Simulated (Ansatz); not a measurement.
C: relaxation of cell and atoms with PBEsol

The system is C.

```
C
1.0
     2.52210    0.00000    0.00000
    -1.26105    2.18420    0.00000
     0.00000    0.00000   12.35570
C
12
Direct
  0.66667 0.33333 0.35417
  0.33333 0.66667 0.85417
  0.66667 0.33333 0.14583
  0.33333 0.66667 0.64583
  0.66667 0.33333 0.47917
  0.33333 0.66667 0.97917
  0.66667 0.33333 0.02083
  0.33333 0.66667 0.52083
  0.00000 0.00000 0.81250
  0.00000 0.00000 0.31250
  0.00000 0.00000 0.68750
  0.00000 0.00000 0.18750
```

This is a hexagonal form of diamond, not graphite.

```json
{
  "Program": "Ansatz 0.2.0",
  "Task": "relaxation of cell and atoms",
  "Functional": "PBEsol",
  "Potentials or basis": "Ansatz PAW",
  "Cutoff": "420 eV (not typed: the program's choice for these potentials)",
  "k mesh": "12 × 12 × 3",
  "Occupations": "fermi-dirac, width 0.05 eV",
  "Spin": "no spin polarisation"
}
```

```
Relaxed volume                         : 5.61 Å³/atom
Relaxed cell                           : a = 2.508 Å, b = 2.508 Å, c = 12.368 Å, α = 90.00°, β = 90.00°, γ = 120.00°
Space group after relaxing (to 0.05 Å) : P6_3/mmc (No. 194)
Energy gained by relaxing              : 2.4 meV/atom
Ionic steps                            : 7
Pressure after relaxing                : 0.0 GPa
Band gap on the k mesh                 : 4.36 eV
```

The path:
| step | energy change (eV) | largest force (eV/Å) | volume (Å³) |
| --- | --- | --- | --- |
| 1 | 0.0000 | 0.3379 | 68.06 |
| 2 | -0.0255 | 0.3265 | 67.63 |
| 3 | -0.0317 | 0.1389 | 67.43 |
| 4 | -0.0328 | 0.0037 | 67.38 |
| 5 | -0.0283 | 0.0045 | 67.38 |
| 6 | -0.0284 | 0.0005 | 67.37 |
| 7 | -0.0282 | 0.0005 | 67.37 |

Final structure:
```xyz
12
Lattice="2.5078 0.0000 0.0000 -1.2539 2.1718 0.0000 0.0000 0.0000 12.3684" Properties=species:S:1:pos:R:3 pbc="T T T"
C     1.2539    0.7239    4.3898
C     0.0000    1.4479   10.5741
C     1.2539    0.7239    1.7944
C     0.0000    1.4479    7.9786
C     1.2539    0.7239    5.9273
C     0.0000    1.4479   12.1116
C     1.2539    0.7239    0.2569
C     0.0000    1.4479    6.4411
C     0.0000    0.0000   10.0572
C     0.0000    0.0000    3.8730
C     0.0000    0.0000    8.4954
C     0.0000    0.0000    2.3112
```

Wall time 9 s on 4 threads of Intel(R) Xeon(R) Processor @ 2.70GHz, with other jobs on the host, peak memory 0.45 GiB.

Caveat: odd divisions of the mesh miss points on the zone boundary, where band edges often lie, so the gap on the mesh can be too wide; the plane-wave basis is chosen anew once the cell has moved, so the energies of steps on either side of that aren't comparable; the pressure holds a Pulay correction of +1.0 GPa for the finite cutoff; the PAW data sets come from PBE, with cores solved anew for the run's functional, which leaves a small shift of forces and pressure. A k mesh can miss the band edges.
